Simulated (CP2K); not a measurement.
**Equation of state of ZrH2 under LDA**

It takes space group Fm-3m (No. 225, cubic). Conventional cell: a = 4.818 Å, b = 4.818 Å, c = 4.818 Å, α = 90.00°, β = 90.00°, γ = 90.00°. Zr (site symmetry m-3m) has 8 H at 2.09 Å as nearest neighbours. H (site symmetry -43m) is surrounded by 4 Zr at 2.09 Å.

The cell is a database's computed one, not the measured one.

The cell was scaled at fixed shape and fractions and run with CP2K, GTH_POTENTIALS Zr GTH-PADE-q12, H GTH-PADE-q1; TZVP-MOLOPT-PBE-GTH basis; LDA, k mesh 10 × 10 × 10 on the cell of 3 atoms, fermi-dirac occupations of 0.1 eV, no spin polarisation, no spin-orbit coupling. Energies are those that the program minimises, any entropy of the smearing included. For a metal such a mesh isn't converged to the digits shown.

| V (Å³/atom) | energy over the lowest row (meV/atom) |
| --- | --- |
| 8.7633 | 0.00 |
| 8.9498 | 0.43 |
| 9.1362 | ? |
| 9.3227 | 11.24 |
| 9.5091 | 20.98 |
| 9.6956 | 33.21 |
| 9.8820 | 47.71 |

Fit the third-order Birch-Murnaghan form, give V0, B0 and B′, and predict the energy left open.

With y = (V0/V)^(2/3), E = E0 + (9 V0 B0/16) [(y - 1)³ B′ + (y - 1)² (6 - 4y)]. Least squares through the rows shown give V0 = 8.8337 Å³/atom, E0 = -0.26 meV, B0 = 149.0 GPa (1 eV/Å³ = 160.218 GPa) and B′ = 3.99, with a largest miss of 0.01 meV. At V = 9.1362 the form with these constants gives 4.29 meV; the run gave 4.29 meV an atom.
